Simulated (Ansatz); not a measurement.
**rocksalt-structured PbO**

Method: PBEsol, scalar-relativistic; no spin polarisation; PAW, 420 eV, Γ-centred 10×10×10 mesh, 0.05 eV Gaussian smearing; code Ansatz; PAW files: Ansatz's generated set soft_2.

```yaml
crystal:
  lattice:
    - [0.00000, 2.58878, 2.58878]
    - [2.58878, 0.00000, 2.58878]
    - [2.58878, 2.58878, 0.00000]
  atoms:
    - { symbol: Pb, position: [0.50000, 0.50000, 0.50000] }
    - { symbol: O, position: [0.00000, 0.00000, 0.00000] }
```

This is a trial structure; measured cells of the compound in the Crystallography Open Database are in space groups Pbcm, P4/nmm.

Elastic constants come from the stress of slightly strained cells with relaxed atoms, in GPa, Voigt order xx, yy, zz, yz, xz, xy in the Cartesian frame of the vectors above.

```
177  59  59   0   0   0
 59 177  59   0   0   0
 59  59 177   0   0   0
  0   0   0  29   0   0
  0   0   0   0  29   0
  0   0   0   0   0  29
```

Task: Is the crystal mechanically stable, and what are its polycrystalline moduli?

Result: Stable against homogeneous strain: the smallest eigenvalue of the tensor is 29 GPa. Hill averages: K = 99 GPa, G = 39 GPa, E = 103 GPa, ν = 0.33.

For a cubic crystal three numbers say it all: C11 = 177.3, C12 = 59.5, C44 = 29.1 GPa. K = (C11 + 2C12)/3 = 98.7 GPa. The two shear moduli are C44 and C′ = (C11 − C12)/2 = 58.9 GPa, so Zener's ratio C44/C′ is 0.49: the crystal is stiffest along ⟨100⟩ and softest along ⟨111⟩. The Cauchy pressure C12 − C44 is 30 GPa; pair forces would make it zero if every atom sat on a centre of inversion, as here.

The equation of state, an independent route, gives B0 = 99 GPa, against 99 GPa here.

It took about 24 core-seconds on a shared host.

Semilocal functionals underestimate band gaps, commonly by a third or more. Scalar-relativistic only: spin–orbit splittings of the heavy atoms' levels are missing. For this crystal the k-mesh misses a band edge: under PBEsol at the relaxed cell a band path gives a gap of 0.11 eV (close to the smearing width) where the mesh alone gives 0.60 eV, so gaps on the mesh are upper bounds.
